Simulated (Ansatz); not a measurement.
## SnO2: the gap under pressure

SnO2, Pbcn, a = 4.789 Å, b = 5.824 Å, c = 5.306 Å. This isn't the usual stable structure of the compound. Ansatz: PBE, PAW, 420 eV, Γ-centred 6×6×6 mesh on 12 atoms, Gaussian smearing 0.02 eV; no spin polarisation. Cell and atoms are relaxed at each pressure, and no other structure is tried, so the rows at high pressure may lie past a change of phase. The gap is sought over the whole zone. The pressures are the targets, met within 0.06 GPa.

| P (GPa) | gap y (eV) |
| --- | --- |
| -2.0 | ? |
| 0.0 | 0.988 |
| 2.0 | 1.112 |
| 5.0 | 1.282 |
| 10.0 | 1.532 |
| 20.0 | 1.965 |

Q: Fit y = E0 + αP + βP² to the other rows and predict the missing gap.

A: Least squares on the rows shown. y = 0.99128 + 0.060262 P − 0.00058052 P². So α = 60.3 meV/GPa at zero pressure. With a term in P³ added, the coefficient of P becomes 0.06430, 7 % more, which shows how far this figure hangs on the form. At P = -2.0 the fit asked for gives 0.868 eV. The run gave 0.857 eV, so the fit is 0.011 eV too high, 0.99 % of the span of the series, against an rms of 0.003 eV on the fitted rows. The row lies outside the fitted range. With a term in P³ added, a fit to the same known rows predicts 0.854 eV, so most of the miss is curvature that the known rows already hold. Also, among the fitted rows a band edge sits at another point of the zone at 10, 20 GPa than at zero pressure, so one curve spans more than one gap, which can bend the series.

Semilocal functionals give gaps under the measured ones; changes of the gap mostly carry over better.